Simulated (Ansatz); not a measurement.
# Sn (Im-3m) in Ansatz: notebook

One crystal, Sn, is run at these levels: LDA; tasks: single point, equation of state.

Program: Ansatz 0.2.0. These are calculated values, not measurements. Logs are shortened: lines on timing, memory, paths and dates and some standing lists are left out, and cuts for length are marked.

## (1) The crystal as given

It takes space group Im-3m (No. 229, cubic). Conventional cell: a = 3.789 Å, b = 3.789 Å, c = 3.789 Å, α = 90.00°, β = 90.00°, γ = 90.00°. Around Sn (site symmetry m-3m) lie 8 Sn at 3.28 Å.

This isn't the form of Sn at room conditions, which is tetragonal (white tin).

## (2) Single point, LDA, 25.57 Å³/atom (volume scaled by 0.94)

input.yaml reads:

```yaml
crystal:
  lattice:
    - [-1.8559746029, 1.8559746029, 1.8559746029]
    - [1.8559746029, -1.8559746029, 1.8559746029]
    - [1.8559746029, 1.8559746029, -1.8559746029]
  atoms:
    - { symbol: Sn, position: [0.0, 0.0, 0.0] }
hamiltonian:
  xc: lda
  pseudopotentials: { kind: paw }
kpoints:
  mp_grid: { grid: [10, 10, 10] }
scf:
  occupations: { method: fermi_dirac, width: 0.05 }
output:
  forces: true
  stress: true
  eigenvalues: true
```

Potentials or basis: Ansatz PAW.

The run is started by

```console
$ ansatz run input.yaml --threads 2 --pin off --max-ram 5632MiB --backend cpu --events-out ev --progress --plain --runs-dir out
```

The log of the run:

```text
Warning: RAYON_NUM_THREADS=2 ignored (pool sized by the plan → 2); use --threads N
Engine: ansatz 0.2.0, x86_64-unknown-linux-gnu
Pseudopotentials: kind: paw
Pseudopotential: Sn, paw, valence charge 14, recommended cutoff 420 eV (normal), Sn.paw.azcp
Functional definition: SPW92
  exchange = slater_x
  correlation = pw_c
Crystal: 1 atoms, lattice volume = 25.573 Å³
Basis set: ecut = 420 eV, 531 PW (Γ)
Bands: 11, of which v1, the nominal top of the filled ones, is band 7 counted from 1 (6 counted from 0)
Symmetry: 48 space group operations
Space group: Im-3m (ITA 229), of the structure as read, at distance tolerance 2.9e-5 Å
k-points: 47 of 1000
Non-local potential: Sn, projectors of the file, l = 0: 2, l = 1: 2, l = 2: 2, l = 3: 2
PAW form: soft (Blöchl's): semilocal exchange-correlation on the pseudo side does not see the compensation charge
PAW frozen core: Sn, regenerated for the run's functional, and the local potential with it (the file was generated under x = pbe(κ = 0.804, μ = 0.2195149727645171), c = pbe(β = 0.06672455060314922))
PAW one-centre angular grid: Sn, 590 points (default); XC on 64 Gauss nodes
Initial density: superposition of atomic densities (neutral atoms: chi_scale 0, normalization atom), corrected by the library's trained network
Initial wavefunctions: pseudopotential atomic-orbital guess
Functional: x = slater, c = lda
SCF iter   1: F=—  HF=-5879.480526 eV  |F-HF|=—  |Δ(HF+E_count)|=         —  Δρ=6.59e-3  dr2=5.03e-3  ethr=1.77e-3  ⟨swp⟩=5.8  Hψ=3105  notcnv=0
preconditioner: auto → Kerker (q_TF=auto, 2.468 Å⁻¹)  [metal: Δε(μ)=0.042 eV  Ē_g=23.419 eV  σ=0.050 eV  W_gap=0.21  n_scr=12 (ndim 8)  ℏωp=27.5 eV  f_vac=0.000  D(μ)=0.82/eV (n_scr^D=12)]
SCF iter   2: F=—  HF=-5879.477888 eV  |F-HF|=—  |Δ(HF+E_count)|=   2.64e-3  Δρ=3.39e-3  dr2=1.39e-3  ethr=3.60e-5  ⟨swp⟩=2.0  Hψ=1062  notcnv=0  defer=1
SCF iter   3: F=—  HF=-5879.477402 eV  |F-HF|=—  |Δ(HF+E_count)|=   4.86e-4  Δρ=4.86e-4  dr2=8.14e-5  ethr=9.96e-6  ⟨swp⟩=2.0  Hψ=736  notcnv=0  defer=1
SCF iter   4: F=—  HF=-5879.477389 eV  |F-HF|=—  |Δ(HF+E_count)|=   1.35e-5  Δρ=3.32e-4  dr2=1.43e-5  ethr=5.81e-7  ⟨swp⟩=2.0  Hψ=837  notcnv=0  defer=1
SCF iter   5: F=—  HF=-5879.477373 eV  |F-HF|=—  |Δ(HF+E_count)|=   1.60e-5  Δρ=5.07e-5  dr2=9.22e-7  ethr=1.02e-7  ⟨swp⟩=2.0  Hψ=837  notcnv=0  defer=1
SCF iter   6: F=—  HF=-5879.477372 eV  |F-HF|=—  |Δ(HF+E_count)|=   9.89e-8  Δρ=3.93e-5  dr2=4.10e-7  ethr=6.58e-9  ⟨swp⟩=1.0  Hψ=506  notcnv=0  defer=1
SCF iter   7: F=-5879.477372 eV  HF=-5879.477372 eV  |F-HF|=9.27e-9  |Δ(HF+E_count)|=   2.45e-7  Δρ=5.58e-6  dr2=7.16e-9  ethr=7.14e-10  ⟨swp⟩=3.6  Hψ=2101  notcnv=0
SCF 1 converged in 7 iterations: F = -5879.477372 eV  dr2 = 7.16e-9
SCF converged after 7 iterations
Free energy (F): -5879.477372 eV
Harris-Foulkes:  -5879.477372 eV  (|F-HF|=9.27e-9)
Internal energy: -5879.470804 eV  (E = F + TS)
E sigma→0 (E₀):  -5879.474088 eV
Entropy (-TS):   -0.006568 eV (-6.568 meV/atom)
Fermi energy:    11.408223 eV
--- Per-component energies (eV) ---
  E_band       = -72.637628
  E_kinetic    = 187.998405
  E_local      = -785.676672  (includes V_loc(G=0)·N_el)
  E_nonlocal   = -28.266725
  E_hartree    = 502.818291
  E_xc         = -379.762444
  E_vxc        = -99.441825  (∫ρ·V_xc dr)
  E_paw        = -3993.485523  (= ΣΔE_a)
  E_vpaw       = -352.883560  (= ΣTr[D̂ρ^β])
  E_aug_tail   = -0.000000  (compensation charges beyond the density's cutoff)
  E_ewald      = -1383.521035
  E_core_change = 0.424898  (= ΣΔE_core)
  E_smearing   = -0.006568  (= −TS)
  E_closure    = -0.000000  (closes the sum)
  Σ components = -5879.477372   (vs F -5879.477372, Δ=0.00e0)
--- Forces (eV/Å), atoms counted from 1 ---
  atom   1  Sn    -0.00000000     0.00000000     0.00000000
  max |Σ_I F_I| component: 4.34e-30 eV/Å
--- Stress (GPa, compression-positive) ---
       -0.554579      -0.000000      -0.000000
        0.000000      -0.554579      -0.000000
        0.000000      -0.000000      -0.554579
  P = ⅓ Tr σ = -0.5546 GPa (-5.546 kbar)
--- Band table (eV; the first three rows and the last of 47) ---
  k-point 0: bands = ["-10.0540", "-10.0540", "-10.0540", "-9.8850", "-9.8850", "-0.1334", "19.8345", "19.8345", "19.8345", "23.7789", "23.7789"]
  k-point 1: bands = ["-10.0595", "-10.0465", "-10.0288", "-9.8910", "-9.8856", "0.0957", "18.0130", "18.9902", "19.5119", "22.2820", "22.6291"]
  k-point 2: bands = ["-10.0737", "-10.0311", "-9.9622", "-9.9034", "-9.8873", "0.7850", "14.7070", "17.5328", "18.7020", "21.1545", "21.4794"]
  k-point 46: bands = ["-10.0830", "-10.0830", "-9.8082", "-9.8082", "-9.8082", "9.1352", "10.8807", "10.8807", "10.8807", "15.3975", "15.3975"]
```

Run time: 4.7 s. Hardware: 2 threads of Intel Xeon at 2.50GHz (Skylake/Cascade Lake), shared host; peak memory 0.29 GiB.

What came out:

```
Free energy            : -5879.4774 eV
Pressure               : -0.6 GPa
Band gap on the k mesh : none (metal or under the smearing width)
```

Caveat: the PAW data sets come from PBE, with cores solved anew for the run's functional, which leaves a small shift of forces and pressure.

## (3) Single point, LDA, 26.12 Å³/atom (volume scaled by 0.96)

input.yaml: that of step 2 with these lines changed.

```diff
@@ -2,5 +2,5 @@
   lattice:
-    - [-1.8559746029, 1.8559746029, 1.8559746029]
-    - [1.8559746029, -1.8559746029, 1.8559746029]
-    - [1.8559746029, 1.8559746029, -1.8559746029]
+    - [-1.8690452773, 1.8690452773, 1.8690452773]
+    - [1.8690452773, -1.8690452773, 1.8690452773]
+    - [1.8690452773, 1.8690452773, -1.8690452773]
   atoms:
```

Potentials or basis: Ansatz PAW.

The run is started by

```console
$ ansatz run input.yaml --threads 2 --pin off --max-ram 5632MiB --backend cpu --events-out ev --progress --plain --runs-dir out
```

Run time: 3 s. Hardware: 2 threads of Intel Xeon at 2.50GHz (Skylake/Cascade Lake), shared host; peak memory 0.29 GiB.

The run converged. Its results:

```yaml
Free_energy: -5879.4736 eV
Pressure: -1.6 GPa
Band_gap_on_the_k_mesh: none (metal or under the smearing width)
```

Caveat: the PAW data sets come from PBE, with cores solved anew for the run's functional, which leaves a small shift of forces and pressure.

## (4) Single point, LDA, 26.66 Å³/atom (volume scaled by 0.98)

input.yaml: that of step 3 with these lines changed.

```diff
@@ -2,5 +2,5 @@
   lattice:
-    - [-1.8690452773, 1.8690452773, 1.8690452773]
-    - [1.8690452773, -1.8690452773, 1.8690452773]
-    - [1.8690452773, 1.8690452773, -1.8690452773]
+    - [-1.881935652, 1.881935652, 1.881935652]
+    - [1.881935652, -1.881935652, 1.881935652]
+    - [1.881935652, 1.881935652, -1.881935652]
   atoms:
```

The run is started by

```console
$ ansatz run input.yaml --threads 2 --pin off --max-ram 5632MiB --backend cpu --events-out ev --progress --plain --runs-dir out
```

Run time: 3.7 s. Hardware: 2 threads of Intel Xeon at 2.50GHz (Skylake/Cascade Lake), shared host; peak memory 0.29 GiB.

Results (log left out):

```
Free energy            : -5879.4665 eV
Pressure               : -2.6 GPa
Band gap on the k mesh : none (metal or under the smearing width)
```

Caveat: the PAW data sets come from PBE, with cores solved anew for the run's functional, which leaves a small shift of forces and pressure.

## (5) Single point, LDA, 27.20 Å³/atom

input.yaml: that of step 4 with these lines changed.

```diff
@@ -2,5 +2,5 @@
   lattice:
-    - [-1.881935652, 1.881935652, 1.881935652]
-    - [1.881935652, -1.881935652, 1.881935652]
-    - [1.881935652, 1.881935652, -1.881935652]
+    - [-1.8946518192, 1.8946518192, 1.8946518192]
+    - [1.8946518192, -1.8946518192, 1.8946518192]
+    - [1.8946518192, 1.8946518192, -1.8946518192]
   atoms:
```

The run is started by

```console
$ ansatz run input.yaml --threads 2 --pin off --max-ram 5632MiB --backend cpu --events-out ev --progress --plain --runs-dir out
```

It took 3.5 s on 2 threads of Intel Xeon at 2.50GHz (Skylake/Cascade Lake), shared host; peak memory 0.29 GiB.

Results (log left out):

- Free energy: -5879.4563 eV
- Pressure: -3.4 GPa
- Band gap on the k mesh: none (metal or under the smearing width)

Caveat: the PAW data sets come from PBE, with cores solved anew for the run's functional, which leaves a small shift of forces and pressure.

## (6) Single point, LDA, 27.75 Å³/atom (volume scaled by 1.02)

input.yaml reads:

```yaml
crystal:
  lattice:
    - [-1.9071995479, 1.9071995479, 1.9071995479]
    - [1.9071995479, -1.9071995479, 1.9071995479]
    - [1.9071995479, 1.9071995479, -1.9071995479]
  atoms:
    - { symbol: Sn, position: [0.0, 0.0, 0.0] }
hamiltonian:
  xc: lda
  pseudopotentials: { kind: paw }
kpoints:
  mp_grid: { grid: [10, 10, 10] }
scf:
  occupations: { method: fermi_dirac, width: 0.05 }
output:
  forces: true
  stress: true
  eigenvalues: true
  write_density: true
  write_potential: true
  elf: true
  volumetric_format: npy
```

Potentials or basis: Ansatz PAW.

The run is started by

```console
$ ansatz run input.yaml --threads 2 --pin off --max-ram 5632MiB --backend cpu --events-out ev --progress --plain --runs-dir out
```

It took 4.3 s on 2 threads of Intel Xeon at 2.50GHz (Skylake/Cascade Lake), shared host; peak memory 0.3 GiB.

The run converged. Its results:

```yaml
Free_energy: -5879.4435 eV
Pressure: -4.1 GPa
Band_gap_on_the_k_mesh: none (metal or under the smearing width)
```

Caveat: the PAW data sets come from PBE, with cores solved anew for the run's functional, which leaves a small shift of forces and pressure.

## (7) Single point, LDA, 28.29 Å³/atom (volume scaled by 1.04)

input.yaml reads:

```yaml
crystal:
  lattice:
    - [-1.9195843076, 1.9195843076, 1.9195843076]
    - [1.9195843076, -1.9195843076, 1.9195843076]
    - [1.9195843076, 1.9195843076, -1.9195843076]
  atoms:
    - { symbol: Sn, position: [0.0, 0.0, 0.0] }
hamiltonian:
  xc: lda
  pseudopotentials: { kind: paw }
kpoints:
  mp_grid: { grid: [10, 10, 10] }
scf:
  occupations: { method: fermi_dirac, width: 0.05 }
output:
  forces: true
  stress: true
  eigenvalues: true
```

The run is started by

```console
$ ansatz run input.yaml --threads 2 --pin off --max-ram 5632MiB --backend cpu --events-out ev --progress --plain --runs-dir out
```

It took 3.4 s on 2 threads of Intel Xeon at 2.50GHz (Skylake/Cascade Lake), shared host; peak memory 0.3 GiB.

Results (log left out):

| Property | Result |
| --- | --- |
| Free energy | -5879.4283 eV |
| Pressure | -4.8 GPa |
| Band gap on the k mesh | none (metal or under the smearing width) |

Caveat: the PAW data sets come from PBE, with cores solved anew for the run's functional, which leaves a small shift of forces and pressure.

## (8) Single point, LDA, 28.84 Å³/atom (volume scaled by 1.06)

input.yaml: that of step 7 with these lines changed.

```diff
@@ -2,5 +2,5 @@
   lattice:
-    - [-1.9195843076, 1.9195843076, 1.9195843076]
-    - [1.9195843076, -1.9195843076, 1.9195843076]
-    - [1.9195843076, 1.9195843076, -1.9195843076]
+    - [-1.9318112889, 1.9318112889, 1.9318112889]
+    - [1.9318112889, -1.9318112889, 1.9318112889]
+    - [1.9318112889, 1.9318112889, -1.9318112889]
   atoms:
```

The run is started by

```console
$ ansatz run input.yaml --threads 2 --pin off --max-ram 5632MiB --backend cpu --events-out ev --progress --plain --runs-dir out
```

It took 4 s on 2 threads of Intel Xeon at 2.50GHz (Skylake/Cascade Lake), shared host; peak memory 0.29 GiB.

It converged, with:

```yaml
Free_energy: -5879.4111 eV
Pressure: -5.4 GPa
Band_gap_on_the_k_mesh: none (metal or under the smearing width)
```

Caveat: the PAW data sets come from PBE, with cores solved anew for the run's functional, which leaves a small shift of forces and pressure.

## (9) Equation of state, LDA

Potentials or basis: Ansatz PAW.

No new run: the results of the series are fitted here.

Results:

| Property | Result |
| --- | --- |
| Equilibrium volume | 25.31 Å³/atom (rough: see the caveat) |
| Bulk modulus | 56 GPa (rough) |

Energy against volume, from the lowest point:
| volume (Å³/atom) | energy (meV/atom) |
| --- | --- |
| 25.573 | 0.00 |
| 26.117 | 3.75 |
| 26.661 | 10.90 |
| 27.205 | 21.07 |
| 27.749 | 33.87 |
| 28.293 | 49.03 |
| 28.837 | 66.29 |

Caveat: the minimum lies outside the volumes run.
